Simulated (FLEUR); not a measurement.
Crystal: BeS.

```
CELL_PARAMETERS angstrom
0.00000 2.42500 2.42500
2.42500 0.00000 2.42500
2.42500 2.42500 0.00000
ATOMIC_POSITIONS crystal
S 0.75000 0.75000 0.75000
Be 0.00000 0.00000 0.00000
```

Base run:

* Program: FLEUR MaX-R8.1 (later development tree)
* Functional: LDA
* Potentials or basis: all-electron
* Basis: FLAPW
* Kmax: 4.97 1/bohr
* k mesh: 9 × 9 × 9
* Occupations: fermi-dirac, width 0.05 eV
* Spin: no spin polarisation

Its results: band gap on the k mesh 3.00 eV, indirect (least direct gap 5.52 eV).

Problem. The run is repeated on the same cell with these changes: functional from LDA to r2SCAN. What comes out?

Solution. Band gap on the k mesh 3.66 eV, indirect (least direct gap 6.23 eV).

r2SCAN gives the wider gap, since meta-GGAs in the generalised Kohn-Sham scheme recover part of the derivative discontinuity.

Caveats: the mesh misses the band edges, which the band path finds closer together; the meta-GGA is that of a development version, with a GGA for the radial functions and cores and without core tails (some runs).
